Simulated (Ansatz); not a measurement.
# 6-layer 2H-WS2 (2H stacking) in a perpendicular field

Wanted: the out-of-plane response of the 6-layer 2H-WS2 (2H stacking). A positive field points along +c.

Method: plane-wave DFT, PBE-D3(BJ), Ansatz PAW, in Ansatz 0.2.0.

This is a report of a sequence of runs, with most program output left out.

### Step 1. Set-up

The cell holds 18 atoms: 12 S and 6 W. Cell: a = 3.180 Å, b = 3.180 Å, c = 102.754 Å, α = 90.0°, β = 90.0°, γ = 120.0°. Regions: layer 1: 2H-WS2, 3 atoms (2 S and 1 W); layer 2: 2H-WS2, 3 atoms (2 S and 1 W); layer 3: 2H-WS2, 3 atoms (2 S and 1 W); layer 4: 2H-WS2, 3 atoms (2 S and 1 W); layer 5: 2H-WS2, 3 atoms (2 S and 1 W); layer 6: 2H-WS2, 3 atoms (2 S and 1 W). Vacuum lies along c.

### Step 2. Relaxation

The starting cell is a guess, so the in-plane lattice and the atoms are relaxed first, with the slab cut off from its images along the normal.

The input, input.yaml:

```yaml
crystal:
  lattice:
    - [3.18, 0.0, 0.0]
    - [-1.59, 2.753960784, 0.0]
    - [0.0, 0.0, 102.7537213898]
  atoms:
    - { symbol: S, position: [0.3333333333, 0.6666666667, 0.325535655] }
    - { symbol: W, position: [0.0, 0.0, 0.3424480363] }
    - { symbol: S, position: [0.3333333333, 0.6666666667, 0.3593604176] }
    - { symbol: S, position: [0.0, 0.0, 0.3885564405] }
    - { symbol: W, position: [0.3333333333, 0.6666666667, 0.4054688218] }
    - { symbol: S, position: [0.0, 0.0, 0.4223812031] }
    - { symbol: S, position: [0.3333333333, 0.6666666667, 0.451577226] }
    - { symbol: W, position: [0.0, 0.0, 0.4684896073] }
    - { symbol: S, position: [0.3333333333, 0.6666666667, 0.4854019885] }
    - { symbol: S, position: [0.0, 0.0, 0.5145980115] }
    - { symbol: W, position: [0.3333333333, 0.6666666667, 0.5315103927] }
    - { symbol: S, position: [0.0, 0.0, 0.548422774] }
    - { symbol: S, position: [0.3333333333, 0.6666666667, 0.5776187969] }
    - { symbol: W, position: [0.0, 0.0, 0.5945311782] }
    - { symbol: S, position: [0.3333333333, 0.6666666667, 0.6114435595] }
    - { symbol: S, position: [0.0, 0.0, 0.6406395824] }
    - { symbol: W, position: [0.3333333333, 0.6666666667, 0.6575519637] }
    - { symbol: S, position: [0.0, 0.0, 0.674464345] }
  periodic: [true, true, false]
kpoints:
  mp_grid: { grid: [12, 12, 1] }
hamiltonian:
  xc: pbe
  dispersion: d3bj
scf:
  occupations: { method: fermi_dirac, width: 0.05 }
  convergence: { dr2_threshold: 1.0e-09 }
relax:
  f_tol: 0.004
  max_steps: 90
  cell: {}
output:
  write_potential: true
  write_density: true
  volumetric_format: npy
```

Run with:

```bash
$ ansatz run input.yaml --threads 4 --pin off --max-ram 16384MiB --backend cpu --events-out ev --progress --plain --runs-dir out
```

The job ended after 11 min (4 threads of Arm Neoverse V1, shared host; peak memory 2.8 GiB).

Step by step:

```csv
step,energy less that of the first step (eV),largest force component (eV/Å),volume (Å³)
1,0.0000,2.6844,899.88
2,-2.7764,0.7346,884.09
3,-2.9437,0.1860,884.07
4,-2.9839,0.0683,884.35
5,-3.0205,0.0760,884.83
6,-3.0478,0.0360,884.67
7,-3.0658,0.0413,885.29
8,-3.0645,0.0736,886.04
9,-3.0694,0.0161,885.78
10,-3.0697,0.0221,885.61
11,-3.0702,0.0037,885.83
12,-3.0702,0.0012,885.73
13*,-3.0693,0.0012,885.73
```

Relaxation steps marked * repeat the geometry before them on a plane-wave basis chosen anew for their cell, so energy and pressure can jump there. Relaxation step 8 was tried and not accepted.

Forces are held to the 12 operations that the run works with; a distortion that breaks them can't arise in this run.

```csv
cell as run,before,after,change
a (Å),3.180,3.155,-0.8 %
b (Å),3.180,3.155,-0.8 %
```

The atoms that moved most (Å, along periodic axes as changes of fractional coordinates times the final cell, across vacuum about the mean position):

```csv
atom,dx,dy,dz,length
S18,0.000,0.000,-1.164,1.164
S1,0.000,0.000,1.164,1.164
W2,0.000,0.000,1.003,1.003
W17,0.000,0.000,-1.003,1.003
S3,0.000,0.000,0.840,0.840
S16,0.000,0.000,-0.840,0.840
S4,0.000,0.000,0.768,0.768
S15,0.000,0.000,-0.768,0.768
```

The lattice constant a goes from 3.180 to 3.155 Å.

### Step 3. Atoms held, field 0, start network

A sawtooth potential applies the field, turning back in the middle of the vacuum. With the dipole correction the typed value is the field outside the slab. The induced dipole is small, so the SCF threshold is tight.

The cell differs from the one that the last finished run ended in (c 102.754 → 51.527 Å).

The input, input.yaml:

```yaml
crystal:
  lattice:
    - [3.1549065449, 0.0, 0.0]
    - [-1.5774532725, 2.7322292145, 0.0]
    - [0.0, 0.0, 51.5266677548]
  atoms:
    - { symbol: S, position: [0.3333333333, 0.6666666667, 0.1746668355] }
    - { symbol: W, position: [0.0, 0.0, 0.2052759583] }
    - { symbol: S, position: [0.3333333333, 0.6666666667, 0.2358479077] }
    - { symbol: S, position: [0.0, 0.0, 0.2926704694] }
    - { symbol: W, position: [0.3333333333, 0.6666666667, 0.3232290805] }
    - { symbol: S, position: [0.0, 0.0, 0.3537865577] }
    - { symbol: S, position: [0.3333333333, 0.6666666667, 0.4105306249] }
    - { symbol: W, position: [0.0, 0.0, 0.4410871392] }
    - { symbol: S, position: [0.3333333333, 0.6666666667, 0.4716434021] }
    - { symbol: S, position: [0.0, 0.0, 0.5283565979] }
    - { symbol: W, position: [0.3333333333, 0.6666666667, 0.5589128608] }
    - { symbol: S, position: [0.0, 0.0, 0.5894693751] }
    - { symbol: S, position: [0.3333333333, 0.6666666667, 0.6462134423] }
    - { symbol: W, position: [0.0, 0.0, 0.6767709195] }
    - { symbol: S, position: [0.3333333333, 0.6666666667, 0.7073295306] }
    - { symbol: S, position: [0.0, 0.0, 0.7641520923] }
    - { symbol: W, position: [0.3333333333, 0.6666666667, 0.7947240417] }
    - { symbol: S, position: [0.0, 0.0, 0.8253331645] }
kpoints:
  mp_grid: { grid: [18, 18, 1] }
  band_path:
    path: [[0, 0, 0], [0.5, 0, 0], [0.33333333, 0.33333333, 0], [0, 0, 0]]
    npoints: 16
hamiltonian:
  xc: pbe
  dispersion: d3bj
scf:
  occupations: { method: fermi_dirac, width: 0.02585 }
  convergence: { dr2_threshold: 1.0e-10 }
efield:
  axis: 3
  dipole_correction: true
  ramp_position: 0.97
  ramp_width: 0.06
  amplitude: 0
output:
  dos: { projected: true, e_range: [-6, 5] }
  write_potential: true
  write_density: true
  volumetric_format: npy
  elf: true
```

The job ended after 2.4 min (4 threads; peak memory 2.4 GiB).

This step gave:

```
gap on the k-mesh                  : 0.9651 eV
dipole along the normal            : 1.24e-6 e·Å
gap along the path                 : 0.9651 eV
smallest direct gap along the path : 1.839 eV
ionisation energy, upper face      : 5.048 eV
electron affinity, upper face      : 4.082 eV
gap, the smaller of path and mesh  : 0.9651 eV
```

The electron's electrostatic potential energy less the Fermi level oscillates, so the rows of the table below give means over windows of 6.08 Å about each position, cut where the curve ends. Its maxima inside the range that stand out by 2 % of the span (Å: eV): 13.6: -1.37, 19.8: -1.40, 25.8: -1.40, 31.8: -1.40, 37.9: -1.37. Its minima: 11.0: -12.1, 16.2: -12.1, 23.2: -12.1, 28.3: -12.1, 35.4: -12.1, 40.5: -12.1.

Running mean over a fixed 2.7 Å (it still follows the layers) of the planar mean; the ramp of the sawtooth is left out. Electron's electrostatic potential energy less the Fermi level against z; means over each step:

z (Å), electron's electrostatic potential energy less the Fermi level (eV) and a bar from the least value:
```
     6.90        0.6 ##############################
    12.98       -6.9 
    19.06       -7.0 
    25.14       -7.0 
    31.22       -7.0 
    37.30       -7.0 
    43.38       -2.8 #################
```

The density of states has structure finer than the step of the table below, so its rows give means over 0.2 eV, whole bins alone (the curve runs from -6 to 1.58 eV). Peaks (eV: height): -5.61: 26.1, -5.45: 26.4, -5.20: 28.7, -4.54: 31.9, -3.30: 30.6, -2.00: 27.5, 1.53: 26.2.

Table of density of states by energy, zero at the Fermi level of the run, which the smearing sets inside the gap; means over each step:

energy (eV), density of states (states/eV a cell) and a bar:
```
     -5.8       11.4 ##############
     -5.6       17.4 ######################
     -5.4       16.6 #####################
     -5.2       15.3 ###################
     -5.0        9.4 ############
     -4.8       11.0 ##############
     -4.6       19.4 #########################
     -4.4       19.9 #########################
     -4.2       11.6 ###############
     -4.0        9.1 ############
     -3.8       10.2 #############
     -3.6       11.5 ###############
     -3.4       22.6 #############################
     -3.2       23.6 ##############################
     -3.0       15.2 ###################
     -2.8       16.1 ####################
     -2.6       13.8 ##################
     -2.4        6.4 ########
     -2.2        9.2 ############
     -2.0       19.9 #########################
     -1.8       12.9 ################
     -1.6        9.0 ###########
     -1.4        5.8 #######
     -1.2        3.1 ####
     -1.0        1.3 ##
     -0.8        0.7 #
     -0.6        0.3 
     -0.4        0.0 
     -0.2        0.0 
      0.0        0.0 
      0.2        0.0 
      0.4        0.0 
      0.6        1.5 ##
      0.8        4.2 #####
      1.0        8.6 ###########
      1.2       11.3 ##############
      1.4       16.4 #####################
```

Projected DOS per atom over height of the atomic layer and energy from the Fermi level. Layers: S W S S W S S W S S W S S W S S W S from below.

Ten even steps from '0' (0.00 states/eV) to '9' (2.09 states/eV), each cell a mean:
```
392292292292292293
151151151151151151
010020010010020010
000000000000000000
000000000000000000
000000000000000000
000000000000000000
000000000000000000
020020020020020020
151151151151151151
282282282282282282
212111111111111212
414424424424424414
535535535535535535
545545545545545545
232232232232232232
222222222222222222
555555555555555555
322323323323323223
222333333333333222
555444444444444555
222323223322323222
```
Columns: height of the atomic layer (Å) from 9 to 42.5 (not evenly spaced); rows upwards: energy from the Fermi level (eV) from -5.96 to 1.6.

The electronic bands at the labelled points (eV, zero at the Fermi level of the run, which the smearing sets inside the gap):

```csv
point,band 75,band 76,band 77,band 78,band 79,band 80,band 81,band 82
Γ,-0.95,-0.72,-0.55,-0.46,1.81,1.81,1.81,1.81
halfway,-2.01,-1.98,-1.96,-1.96,0.90,1.01,1.17,1.35
M,-2.10,-2.05,-2.02,-2.00,1.84,1.85,1.86,1.87
halfway,-1.58,-1.51,-1.46,-1.43,1.47,1.49,1.52,1.55
K,-1.15,-1.10,-1.05,-1.01,0.83,0.83,0.83,0.83
halfway,-2.00,-1.99,-1.98,-1.98,0.51,0.63,0.79,0.98
Γ,-0.95,-0.72,-0.55,-0.46,1.81,1.81,1.81,1.81
```

ELF in the ca plane at fractional y = 0.667, with atoms of S and W within 0.2 Å of it. It is the smooth field of the valence electrons, not physical close to the nuclei.

Ten even steps from '0' (0.00) to '9' (0.93), each cell a mean:
```
00000000000000000112332233123320026787743236
00000000000000000012221233122210026887753346
00000000000000013567774222367764103677522224
00000000000000247998887423688898301244236752
00000000000001369996147523762399610012365374
00000000000001369995147523661399710012364265
00000000000000257998787423687799400234246753
00000000000000013678875222478875103566523323
```
Columns run along c (16.0 Å, from fractional 0.03 to 0.35 of the cell), rows up along a (3.2 Å). Atoms in or near the plane, at fractional coordinates: S at (0.17, 0.33), S at (0.24, 0.33), W at (0.32, 0.33).

Valence density in the ca plane at fractional y = 0.667, with atoms of S and W within 0.2 Å of it. It is the smooth field of the valence electrons, not physical close to the nuclei.

Ten steps, logarithmic in the rise over the least value, from '0' (0.0 e/Å³) to '9' (5.0 e/Å³), each cell a mean:
```
00000000000000000123334565443321113455544444
00000000000000000122334565433321113455544444
00000000000000001234554455455442112344445554
00000000000000001356665444566664211234578985
00000000000000002466566434565665311223589997
00000000000000002466566434565565311123599997
00000000000000001356665444566664211234579986
00000000000000001235555455455543112344456654
```
Columns run along c (16.0 Å, from fractional 0.03 to 0.35 of the cell), rows up along a (3.2 Å). Atoms in or near the plane, at fractional coordinates: S at (0.17, 0.33), S at (0.24, 0.33), W at (0.32, 0.33).

Electrostatic potential energy in the ca plane at fractional y = 0.667, with atoms of S and W within 0.2 Å of it. With pseudopotentials it is smooth inside the atoms' cores, unlike the true potential.

Ten even steps from '0' (-35 eV) to '9' (12 eV), each cell a mean:
```
99999999999999999999987645789999999877888888
99999999999999999999987645789999999877888888
99999999999999999998788766787889999888876568
99999999999999999973237888752258999998730016
99999999999999999841214888611127999998500003
99999999999999999831214888611217999998500002
99999999999999999962136888741148999998720015
99999999999999999987778767777789999988875467
```
Columns run along c (16.0 Å, from fractional 0.03 to 0.35 of the cell; values clipped at the 3rd and 97th percentile), rows up along a (3.2 Å). Atoms in or near the plane, at fractional coordinates: S at (0.17, 0.33), S at (0.24, 0.33), W at (0.32, 0.33).

The gap is 0.97 eV, with the valence edge 5.05 eV and the conduction edge 4.08 eV under the upper vacuum level. Spin-orbit coupling, left out in this run, matters for the bands of elements this heavy.

### Step 4. Single point, field 0.1 V/Å

input.yaml: that of step 3 with these lines changed.

```diff
@@ -40,5 +40,4 @@
   ramp_width: 0.06
-  amplitude: 0
+  amplitude: 0.1
 output:
-  dos: { projected: true, e_range: [-6, 5] }
   write_potential: true
@@ -46,2 +45 @@
   volumetric_format: npy
-  elf: true
```

It took 2.5 min on 4 threads; peak memory 2.3 GiB.

The dipole is 0.147 e·Å, and the gap 0.800 eV.

### Step 5. Atoms held, field -0.1 V/Å

input.yaml: that of step 4 with these lines changed.

```diff
@@ -40,3 +40,3 @@
   ramp_width: 0.06
-  amplitude: 0.1
+  amplitude: -0.1
 output:
```

It took 2.5 min on 4 threads; peak memory 2.3 GiB.

The dipole is -0.147 e·Å, and the gap 0.800 eV.

### Step 6. Single point, field 0.2 V/Å

input.yaml: that of step 5 with these lines changed.

```diff
@@ -40,3 +40,3 @@
   ramp_width: 0.06
-  amplitude: -0.1
+  amplitude: 0.2
 output:
```

It took 2.5 min on 4 threads; peak memory 2.3 GiB; 9.9 min of CPU time.

The dipole is 0.294 e·Å, and the gap 0.491 eV.

### Step 7. Single point, field 0.3 V/Å

input.yaml: that of step 6 with these lines changed.

```diff
@@ -40,3 +40,3 @@
   ramp_width: 0.06
-  amplitude: 0.2
+  amplitude: 0.3
 output:
```

It took 2.6 min on 4 threads; peak memory 2.3 GiB; 10 min of CPU time.

The dipole is 0.444 e·Å, and the gap 0.173 eV.

### Step 8. Response, atoms held

This step: plane-wave DFT, PBE-D3(BJ), Ansatz PAW; response to a field along the normal, atoms held (Ansatz 0.2.0).

The dipoles give the slope, and the difference of two potentials shows where the field is screened.

Numbers from this step:

```yaml
equivalent_conductor_thickness_p_eps_0ae: 30.90 Å
distance_between_the_outer_atoms: 33.53 Å
```

The dipole of the cell by applied field:

```csv
applied field (V/Å),dipole of the cell (e·Å)
-0.100,-0.147
0.000,1.2e-6
0.100,0.147
0.200,0.294
0.300,0.444
```

The local field over applied field oscillates, so the rows of the table below give means over windows of 6.08 Å about each position, cut where the curve ends. Its maxima inside the range that stand out by 2 % of the span (Å: value): 13.6: 0.277, 19.8: 0.276, 25.8: 0.276, 31.8: 0.276, 37.9: 0.277. Its minima: 10.6: 0.0413, 16.6: 0.0390, 22.6: 0.0395, 28.8: 0.0388, 34.9: 0.0390, 40.9: 0.0413.

Local field over the applied field, running mean. From the potentials at -0.1 and 0.1 V/Å; running mean over 2.8 Å. Table of local field over applied field by z; means over each step:

z (Å), local field over applied field and a bar from the least value:
```
     7.05      0.655 ##############################
    13.13      0.152 
    19.21      0.151 
    25.29      0.151 
    31.37      0.151 
    37.45      0.152 
    43.53      0.502 #####################
```

The induced electron density oscillates, so the rows of the table below give means over windows of 3.15 Å about each position, cut where the curve ends. Its maxima inside the range that stand out by 2 % of the span (Å: e/Å³ per V/Å): 8.0: 0.00365, 9.2: 0.00109, 11.2: 4.1e-4, 14.3: 0.00225, 17.3: 4.2e-4, 20.3: 0.00226, 23.3: 4.1e-4, 26.5: 0.00222, 29.3: 3.9e-4, 32.5: 0.00226, 35.6: 3.7e-4, 38.5: 0.00225, 41.7: 5.6e-4. Its minima: 8.9: 8.9e-4, 10.0: -5.4e-4, 13.0: -0.00225, 16.0: -4.2e-4, 19.0: -0.00226, 22.0: -4.2e-4, 25.2: -0.00222, 28.2: -4.1e-4, 31.1: -0.00214, 34.2: -4.2e-4, 37.4: -0.00221, 40.4: -4.1e-4, 43.5: -0.00365.

Electrons, planar mean, per unit field. Induced electron density against z; means over each step:

```csv
z (Å),induced electron density (e/Å³ per V/Å)
5.58,2.1e-4
8.73,0.00142
11.88,-6.7e-4
15.03,6.8e-4
18.18,-6.9e-4
21.33,7.0e-4
24.48,-6.2e-4
27.63,6.4e-4
30.78,-5.1e-4
33.93,5.4e-4
37.08,-3.8e-4
40.23,4.1e-4
43.38,-0.00164
```

The smaller of the gaps on the path and on the k-mesh, counted as 0 under 0.03 eV. The gap by applied field:

```csv
applied field (V/Å),gap (eV)
-0.100,0.800
0.000,0.965
0.100,0.800
0.200,0.491
0.300,0.173
```

By hand: between -0.1 and 0.1 V/Å the dipole changes by 0.2944 e·Å, a slope of 1.472 e·Å²/V. A perfect conductor of thickness t has p = ε₀AEt, so t = 180.95 × 1.472 / 8.620 = 30.90 Å (e/ε₀ = 180.95 V·Å, A in Å²).

The induced dipole is that of a conductor 30.90 Å thick.

### Step 9. Summary of results

```yaml
gap_without_field: 0.965 eV
ionisation_energy_upper_face: 5.05 eV
electron_affinity_upper_face: 4.08 eV
equivalent_conductor_thickness_atoms_held: 30.9 Å
```

What this shows: The induced dipole equals that of a perfect conductor 30.90 Å thick, while the outer atoms lie 33.53 Å apart; an out-of-plane ε follows only once a thickness t is chosen, by 1 − 1/ε = 30.90 Å / t. The gap goes from 0.97 eV to 0.17 eV at 0.3 V/Å. With the field reversed the gap is 0.80 eV at -0.1 V/Å. Semilocal functionals give gaps that are too small, and excitons are not included. Spin-orbit coupling is left out, which matters for the bands of elements this heavy.

[Logs are printed without paths, hosts, clocks, repeated set-up lines and the standing remarks that a program may print on its own settings, such as how far it seeks lower states.]

[Hosts, paths, dates, database ids (printed as entryN), source tags and the programs' standing remarks are cut or masked in the printed files.]

[Maps of the electrostatic potential energy from Ansatz leave out the sawtooth potential of an applied field or a dipole correction, so their vacuum need not be flat; planar profiles and work functions include it.]
